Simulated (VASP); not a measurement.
Runs of VASP 6.6.1 on SnS. It takes space group Pnma (No. 62, orthorhombic). The conventional cell has a = 11.102 Å, b = 3.986 Å, c = 4.230 Å, α = 90.00°, β = 90.00°, γ = 90.00°. Sn (site symmetry m) is surrounded by 3 S at 2.63 to 2.68 Å. S (site symmetry m) has 3 Sn at 2.63 to 2.68 Å as nearest neighbours. 

```csv
task,level,cell,k mesh,cutoff (eV),grid for exact exchange (PRECFOCK),exchange at q = 0,screening parameter,share of exact exchange,gap on the mesh (eV),pressure (GPa),largest force (eV/Å)
band structure,PBE0,"Pnma, 23.4 Å³/atom",2 × 4 × 4,520,Fast,truncated,-,-,(a),1.3,0.23
relaxation of cell and atoms,PBEsol,relaxed,4 × 8 × 6,600,-,-,-,-,0.77,0.0,0.01
band structure,HSE06,"Pnma, 23.4 Å³/atom",2 × 4 × 4,520,Fast,-,0.2 1/A,-,(b),1.5,0.21
band structure,PBE-EpsX,"Pnma, 23.4 Å³/atom",2 × 4 × 4,520,Fast,truncated,-,0.0586,0.99,2.8,0.04
```

Alike in all rows: potentials or basis VASP PAW PBE potentials, release 64 (Sn_d, S); no spin polarisation; smearing gaussian 0.03 eV.

Problem. Fill in the values left out.

Solution. (a) 1.74; (b) 1.13.

Caveats: the PAW data sets were made with another functional, which shifts forces and pressure a little; spin-orbit coupling is left out, which moves the levels of the heavy elements.

A k mesh can miss the band edges, and the runs leave out spin-orbit coupling on Sn.

Runs at the PBE level aren't shown here.
